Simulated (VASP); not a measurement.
# AlN (P6_3mc) in VASP: further runs

Runs on AlN. Level: PBE. Tasks: relaxation of cell and atoms, vibrations by finite differences.

Program: VASP 6.6.1. These are calculated values, not measurements. Logs are shortened: lines on timing, memory, paths and dates and some standing lists are left out, and cuts for length are marked.

## (1) The crystal as given

Symmetry: P6_3mc, No. 186, hexagonal system. The conventional cell has a = 3.113 Å, b = 3.113 Å, c = 4.981 Å, α = 90.00°, β = 90.00°, γ = 120.00°. Al (site symmetry 3m) is surrounded by 4 N at 1.89 Å. Around N (site symmetry 3m) lie 4 Al at 1.89 Å.

## (2) Relaxation of cell and atoms, PBE

Input file INCAR:

```
SYSTEM = AlN
  PREC = Accurate
  ENCUT = 520
  EDIFF = 1E-7
  ISMEAR = 0
  SIGMA = 0.02
  LREAL = .False.
  LASPH = .True.
  NELM = 100
  ALGO = Fast
  ISIF = 3
  LWAVE = .False.
  LCHARG = .False.
  GGA = PE
  IBRION = 2
  NSW = 80
  EDIFFG = -0.002
  KPAR = 4
```

Input file KPOINTS:

```
Automatic mesh
0
Gamma
  9 9 4
  0 0 0
```

Input file POSCAR:

```
AlN
1.0
    3.1130000000      0.0000000000      0.0000000000
   -1.5565000000      2.6959370800      0.0000000000
    0.0000000000      0.0000000000      4.9810000000
Al N
2 2
Direct
    0.3333333300      0.6666666700      0.0000000000
    0.6666666700      0.3333333300      0.5000000000
    0.3333333300      0.6666666700      0.3800000000
    0.6666666700      0.3333333300      0.8800000000
```

Potentials or basis: VASP PAW PBE potentials, release 64 (Al, N).

On the command line:

```bash
$ cat potpaw_PBE.64/Al/POTCAR potpaw_PBE.64/N/POTCAR > POTCAR
$ mpirun -np 4 vasp_std > vasp.out
```

OUTCAR:

```text
SYSTEM = AlN
   PREC = Accurate
   ENCUT = 520
   EDIFF = 1E-7
   ISMEAR = 0
   LREAL = .False.
   LASPH = .True.
   NELM = 100
   ISIF = 3
   GGA = PE
   IBRION = 2
   NSW = 80
   EDIFFG = -0.002

 ion  position               nearest neighbor table
   1  0.333  0.667  0.000-   3 1.89   4 1.89   4 1.89   4 1.89   2 3.07   2 3.07   2 3.07   2 3.07
                             2 3.07   2 3.07
   2  0.667  0.333  0.500-   4 1.89   3 1.89   3 1.89   3 1.89   1 3.07   1 3.07   1 3.07   1 3.07
                             1 3.07   1 3.07
   3  0.333  0.667  0.380-   1 1.89   2 1.89   2 1.89   2 1.89
   4  0.667  0.333  0.880-   2 1.89   1 1.89   1 1.89   1 1.89

  LATTYP: Found a hexagonal cell.
 ALAT       =     3.1130000000
 C/A-ratio  =     1.6000642467

  Lattice vectors:

 A1 = (   3.1130000000,   0.0000000000,   0.0000000000)
 A2 = (  -1.5565000000,   2.6959370800,   0.0000000000)
 A3 = (   0.0000000000,   0.0000000000,   4.9810000000)

Analysis of symmetry for initial positions (statically):
=====================================================================
 Subroutine PRICEL returns:
 Original cell was already a primitive cell.

 Routine SETGRP: Setting up the symmetry group for a
 hexagonal supercell.

 Subroutine GETGRP returns: Found 12 space group operations
 (whereof  6 operations were pure point group operations)
 out of a pool of 24 trial point group operations.

The static configuration has the point symmetry C_3v.
 The point group associated with its full space group is C_6v.

Analysis of symmetry for dynamics (positions and initial velocities):
=====================================================================
 Subroutine PRICEL returns:
 Original cell was already a primitive cell.

 Routine SETGRP: Setting up the symmetry group for a
 hexagonal supercell.

 Subroutine GETGRP returns: Found 12 space group operations
 (whereof  6 operations were pure point group operations)
 out of a pool of 24 trial point group operations.

The dynamic configuration has the point symmetry C_3v.
 The point group associated with its full space group is C_6v.

 Subroutine INISYM returns: Found 12 space group operations
 (whereof  6 operations are pure point group operations),
 and found     1 'primitive' translations

----------------------------------------------------------------------------------------

                                     Primitive cell

  volume of cell :      41.8028

  direct lattice vectors                    reciprocal lattice vectors
     3.113000000  0.000000000  0.000000000     0.321233537  0.185464269  0.000000000
    -1.556500000  2.695937080  0.000000000     0.000000000  0.370928538  0.000000000
[... 117 lines left out ...]
   IVDW    =     0    specifies the selected vdW correction
   LEPSILON=     F    determine dielectric tensor
   LRPA    =     F    only Hartree local field effects (RPA)
 conjugate gradient relaxation of ions
 non-spin polarized calculation
 RMM-DIIS sequential band-by-band and
 Gauss-broadening in eV      SIGMA  =   0.02
  energy-cutoff  :      520.00
  volume of cell :       41.80
 maximum number of plane-waves:      1152
 NGX is ok and might be reduce to    24
   NGX = 11   NGY = 11   NGZ = 19

--------------------------------------- Ionic step        1  -------------------------------------------

 number of electron      15.9999997 magnetization

 Free energy of the ion-electron system (eV)
  ---------------------------------------------------
  ext. energy  EPLUGINS =         0.00000000
  ---------------------------------------------------
  free energy    TOTEN  =       -29.77127870 eV

  energy without entropy =      -29.77127870  energy(sigma->0) =      -29.77127870

------------------------ aborting loop because EDIFF is reached ----------------------------------------

  FORCE on cell =-STRESS in cart. coord.  units (eV):
  Direction    XX          YY          ZZ          XY          YZ          ZX
  --------------------------------------------------------------------------------------
  -------------------------------------------------------------------------------------
  Total        0.7595271      0.7595271      1.1914103      0.0000000     -0.0000000     -0.0000000
  in kB       29.1104170     29.1104170     45.6632175      0.0000000     -0.0000000     -0.0000000
  external PRESSURE =      34.6280172 kB  Pullay stress =       0.0000000 kB
[... 253 lines left out ...]
--------------------------------------- Ionic step        8  -------------------------------------------

 number of electron      15.9999998 magnetization

 Free energy of the ion-electron system (eV)
  ---------------------------------------------------
  ext. energy  EPLUGINS =         0.00000000
  ---------------------------------------------------
  free energy    TOTEN  =       -29.78010623 eV

  energy without entropy =      -29.78010623  energy(sigma->0) =      -29.78010623

 E-fermi :   6.0772     XC(G=0): -10.8330

 val. band max:        5.9758779184   @ k =   0.0000   0.0000   0.0000
 cond. band min:      10.0322193655   @ k =   0.0000   0.0000   0.0000
 fundamental gap:      4.0563414471
 Fermi energy:         6.0772154703

 k-point     1 :       0.0000    0.0000    0.0000
  band No.  band energies     occupation
      1      -9.0982      2.00000
      2      -7.0121      2.00000
      3       0.0649      2.00000
      4       5.1325      2.00000
      5       5.1325      2.00000
      6       5.7749      2.00000
      7       5.7749      2.00000
      8       5.9759      2.00000
      9      10.0322      0.00000
     10      12.4990      0.00000
     11      16.4431      0.00000
     12      17.0157      0.00000
[... 331 lines left out ...]
 k-point    24 :       0.3333    0.3333    0.2500
  band No.  band energies     occupation
      1      -6.6412      2.00000
      2      -6.6412      2.00000
      3       1.4957      2.00000
      4       1.5835      2.00000
      5       1.5835      2.00000
      6       3.0822      2.00000
      7       4.5127      2.00000
      8       4.5127      2.00000
      9      11.8430      0.00000
     10      14.1167      0.00000
     11      14.5178      0.00000
     12      14.5178      0.00000

 [... further k-points ...]

------------------------ aborting loop because EDIFF is reached ----------------------------------------

  FORCE on cell =-STRESS in cart. coord.  units (eV):
  Direction    XX          YY          ZZ          XY          YZ          ZX
  --------------------------------------------------------------------------------------
  -------------------------------------------------------------------------------------
  Total       -0.0004270     -0.0004270     -0.0028536      0.0000000      0.0000000      0.0000000
  in kB       -0.0160905     -0.0160905     -0.1075202      0.0000000      0.0000000      0.0000000
  external PRESSURE =      -0.0465671 kB  Pullay stress =       0.0000000 kB
[... 19 lines left out ...]
  FREE ENERGIE OF THE ION-ELECTRON SYSTEM (eV)
  ---------------------------------------------------
  free  energy   TOTEN  =       -29.7801062301 eV

  energy  without entropy=      -29.7801062301  energy(sigma->0) =      -29.78010623

 reached required accuracy - stopping structural energy minimisation
```

OSZICAR:

```text
N       E                     dE             d eps       ncg     rms          rms(c)
DAV:   1     0.499186246427E+02    0.49919E+02   -0.74395E+03   864   0.118E+03
DAV:   2    -0.307445179912E+02   -0.80663E+02   -0.74334E+02  1276   0.221E+02
DAV:   3    -0.344885268083E+02   -0.37440E+01   -0.37303E+01  1132   0.513E+01
DAV:   4    -0.345177451948E+02   -0.29218E-01   -0.29214E-01   952   0.530E+00
[... 60 lines left out ...]
   7 F= -.29780105E+02 E0= -.29780105E+02  d E =-.386205E-05
       N       E                     dE             d eps       ncg     rms          rms(c)
DAV:   1    -0.297801065661E+02   -0.12729E-05   -0.11510E-04   864   0.995E-02    0.494E-03
RMM:   2    -0.297801062649E+02    0.30125E-06   -0.23974E-06   863   0.135E-02    0.219E-03
RMM:   3    -0.297801062301E+02    0.34817E-07   -0.58164E-07   799   0.634E-03
   8 F= -.29780106E+02 E0= -.29780106E+02  d E =-.488394E-05
```

CONTCAR:

```text
AlN
   1.00000000000000
     3.1285866465806156   -0.0000000000000000    0.0000000000000000
    -1.5642933232903078    2.7094355118688411    0.0000000000000000
     0.0000000000000000   -0.0000000000000000    5.0163647414783759
  Al              N
     2     2
Direct
     0.3333333300000021    0.6666666699999979    0.9992556600160376
     0.6666666699999979    0.3333333300000021    0.4992556600160377
     0.3333333300000021    0.6666666699999979    0.3807443399839649
     0.6666666699999979    0.3333333300000021    0.8807443399839650

  0.00000000E+00  0.00000000E+00  0.00000000E+00
  0.00000000E+00  0.00000000E+00  0.00000000E+00
  0.00000000E+00  0.00000000E+00  0.00000000E+00
  0.00000000E+00  0.00000000E+00  0.00000000E+00
```

It took 20 s on 4 MPI ranks of Intel Xeon Platinum 8259CL at 2.50GHz (Skylake/Cascade Lake), shared host; peak memory 0.16 GiB.

Results:

```
Free energy                            : -29.7801 eV
Relaxed volume                         : 10.63 Å³/atom
Relaxed cell                           : a = 3.129 Å, b = 3.129 Å, c = 5.016 Å, α = 90.00°, β = 90.00°, γ = 120.00°
Space group after relaxing (to 0.05 Å) : P6_3mc (No. 186)
Energy gained by relaxing              : 2.2 meV/atom
Ionic steps                            : 8
Pressure after relaxing                : 0.0 GPa
Band gap on the k mesh                 : 4.06 eV, direct
```

Step by step:
| step | energy change (eV) | largest force (eV/Å) | pressure (GPa) | volume (Å³) |
| --- | --- | --- | --- | --- |
| 1 | 0.0000 | 0.1288 | 3.46 | 41.80 |
| 2 | -0.0018 | 0.0913 | -2.90 | 43.18 |
| 3 | -0.0088 | 0.0039 | 0.00 | 42.52 |
| 4 | -0.0088 | 0.0061 | 0.07 | 42.51 |
| 5 | -0.0088 | 0.0065 | 0.05 | 42.51 |
| 6 | -0.0088 | 0.0069 | 0.04 | 42.51 |
| 7 | -0.0088 | 0.0017 | -0.03 | 42.53 |
| 8 | -0.0088 | 0.0007 | 0.00 | 42.52 |

Final structure:
```yaml
crystal:
  lattice:
    - [3.12859, 0.00000, 0.00000]
    - [-1.56429, 2.70944, 0.00000]
    - [0.00000, 0.00000, 5.01636]
  atoms:
    - { symbol: Al, position: [0.33333, 0.66667, 0.99926] }
    - { symbol: Al, position: [0.66667, 0.33333, 0.49926] }
    - { symbol: N, position: [0.33333, 0.66667, 0.38074] }
    - { symbol: N, position: [0.66667, 0.33333, 0.88074] }
```

## (3) Relaxation of cell and atoms, PBE

This run uses another cell than the first one, of 10.63 Å³/atom, 1.017 times its volume.

INCAR is that of step 2.

KPOINTS is that of step 2.

Input file POSCAR:

```
AlN                                     
1.0
    3.1285866466     -0.0000000000      0.0000000000
   -1.5642933233      2.7094355119      0.0000000000
    0.0000000000     -0.0000000000      5.0163647415
  Al              N             
     2     2
Direct
     0.3333333300000021    0.6666666699999979    0.9992556600160376
     0.6666666699999979    0.3333333300000021    0.4992556600160377
     0.3333333300000021    0.6666666699999979    0.3807443399839649
     0.6666666699999979    0.3333333300000021    0.8807443399839650
```

Potentials or basis: VASP PAW PBE potentials, release 64 (Al, N).

On the command line:

```bash
$ cat potpaw_PBE.64/Al/POTCAR potpaw_PBE.64/N/POTCAR > POTCAR
$ mpirun -np 4 vasp_std > vasp.out
```

Wall time 7 s (4 MPI ranks of Intel Xeon Platinum 8259CL at 2.50GHz (Skylake/Cascade Lake), shared host); peak memory 0.15 GiB.

Results (log left out):

```yaml
Free_energy: -29.7805 eV
Pressure_after_relaxing: 0.0 GPa
Band_gap_on_the_k_mesh: 4.06 eV, direct
```

Final structure:
```yaml
crystal:
  lattice:
    - [3.12859, 0.00000, 0.00000]
    - [-1.56429, 2.70944, 0.00000]
    - [0.00000, 0.00000, 5.01636]
  atoms:
    - { symbol: Al, position: [0.33333, 0.66667, 0.99926] }
    - { symbol: Al, position: [0.66667, 0.33333, 0.49926] }
    - { symbol: N, position: [0.33333, 0.66667, 0.38074] }
    - { symbol: N, position: [0.66667, 0.33333, 0.88074] }
```

Levels at points of the mesh, in eV from the valence-band top:
```csv
k point,band 5,band 6,band 7,band 8,band 9,band 10,band 11,band 12
"(0.00, 0.00, 0.00)",-0.84,-0.20,-0.20,0.00,4.06,6.52,10.47,11.04
"(0.00, 0.00, 0.50)",-0.53,-0.53,-0.53,-0.53,6.32,6.32,10.18,10.18
```

Caveat: the relaxation stopped at its first step, so nothing moved.

## (4) Vibrations by finite differences, PBE

This run uses another cell than the first one, of 10.63 Å³/atom, 1.017 times its volume.

Input file INCAR:

```
ALGO     = Fast           # electronic algorithm
EDIFF    = 1E-8           # SCF threshold, eV
ENCUT    = 520            # plane-wave cutoff, eV
GGA      = PE             # functional
IBRION   = 6              # ionic algorithm
ISIF     = 3              # what is computed and relaxed
ISMEAR   = 0              # smearing method
KPAR     = 4            
LASPH    = True           # aspherical terms in the spheres
LCHARG   = False          # write CHGCAR
LREAL    = False          # projectors in reciprocal space
LWAVE    = False          # write WAVECAR
NBANDS   = 16             # bands
NELM     = 100            # most SCF steps
NFREE    = 2            
NSW      = 1              # ionic steps
POTIM    = 0.015          # step
PREC     = Accurate       # precision mode
SIGMA    = 0.02           # smearing width, eV
```

Input file KPOINTS:

```
k-points
0
Gamma
  9 9 4
```

Input file POSCAR:

```
AlN                                     
1.0
    3.1285866466      0.0000000000      0.0000000000
   -1.5642933233      2.7094355119      0.0000000000
    0.0000000000      0.0000000000      5.0163647415
  Al              N             
     2     2
Direct
     0.3333333300000021    0.6666666699999979    0.9992556600160398
     0.6666666699999979    0.3333333300000021    0.4992556600160398
     0.3333333300000021    0.6666666699999979    0.3807443399839627
     0.6666666699999979    0.3333333300000021    0.8807443399839627
```

On the command line:

```bash
$ cat potpaw_PBE.64/Al/POTCAR potpaw_PBE.64/N/POTCAR > POTCAR
$ mpirun -np 4 vasp_std > vasp.out
```

Run time: 3.3 min. Hardware: 4 MPI ranks of Intel Xeon Platinum 8259CL at 2.50GHz (Skylake/Cascade Lake), shared host; peak memory 0.3 GiB.

The run converged. Its results:

- Voigt bulk modulus: 195 GPa
- Highest phonon frequency at Γ, LO-TO splitting left out: 707 cm⁻¹

Phonon frequencies in cm⁻¹ (negative: imaginary):
| q point | frequencies |
| --- | --- |
| (0.000, 0.000, 0.000) | 0 0 0 237 237 536 596 638 638 650 650 707 |

Elastic tensor in Voigt notation (GPa, in the Cartesian axes of the cell as first typed):
```
376 128  98   0   0   0
128 376  98   0   0   0
 98  98 356   0   0   0
  0   0   0 112   0   0
  0   0   0   0 112   0
  0   0   0   0   0 124
```

Clamped-ion elastic tensor (GPa):
```
440  97  62   0   0   0
 97 440  62   0   0   0
 62  62 435   0   0   0
  0   0   0 125   0   0
  0   0   0   0 125   0
  0   0   0   0   0 171
```
